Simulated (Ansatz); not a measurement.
# Be: ideal shear of a crystal plane

Theory: DFT PBE, scalar-relativistic, plane waves, PAW in Ansatz. Settings: plane waves to 420 eV, k-mesh 28×28×6 (Γ-centred), Gaussian smearing 0.15 eV. No spin polarisation. Energies are free energies at this smearing, counted from the undisturbed cell; pressure is positive in compression.

Zero of the scan (relaxed at this level; this bcc form isn't the usual structure):

```
Be
1.0
    -1.25022    1.25022   -1.25022
    -1.25022   -1.25022    1.25022
     0.00000    7.50130    7.50130
Be
6
Cartesian
  0.0000 6.8761 6.8761
  -1.2502 0.6250 0.6250
  0.0000 1.8752 1.8752
  -1.2502 3.1254 3.1254
  0.0000 4.3756 4.3756
  -1.2502 5.6258 5.6258
```

The cut lies on the cell's a–b face, a (0 1 1) plane (indices in the standard cell, whose axes needn't be the Cartesian ones shown) of area 4.42 Å², between layers 1.77 Å apart. Vector c is tilted by f times 1·a + 0·b (length 2.165 Å) with the atoms' Cartesian places fixed: one unrelaxed fault a cell. The traction is dγ/du, the slope of γ against the slip u in Å. Some rows repeat others by symmetry and weren't run.

| f | γ (mJ/m²) | traction (GPa) |
| --- | --- | --- |
| 0.0000 | 0 | 0.0 |
| 0.1000 | 95 | 8.6 |
| 0.2000 | 335 | 11.8 |
| 0.3000 | 557 | 8.5 |
| 0.4000 | 698 | 4.3 |
| 0.5000 | 745 | 0.0 |
| 0.6000 | 698 | -4.3 |
| 0.7000 | 557 | -8.5 |
| 0.8000 | 335 | -11.8 |
| 0.9000 | 95 | -8.6 |

Read off the first barrier and the stress needed to climb it, and compare with Frenkel's sinusoid.

The first sampled maximum lies at f = 0.500, a slip of 1.08 Å, with γ ≈ 745 mJ/m², which stands in for the unstable fault energy γ_us, and the steepest sampled slope before it is 11.8 GPa. A sinusoid γ = γ_us sin²(πu/λ) with its maximum there has λ = 2.17 Å and a largest slope πγ_us/λ = 10.8 GPa (1 mJ/m² per Å = 0.01 GPa).

Is there a metastable fault on this line?

Apart from points where γ returns to about zero, no local minimum shows among the samples, so at this sampling the line offers no fault for a dislocation to split on; a fault can still lie off the line.

The cut is rigid; relaxing the faces lowers these energies and usually the stresses.

In a metal these slopes depend on the k mesh and the smearing.

Cost: 6 runs of about 7.9 core-minutes in all, on Arm Neoverse V1 (shared hosts).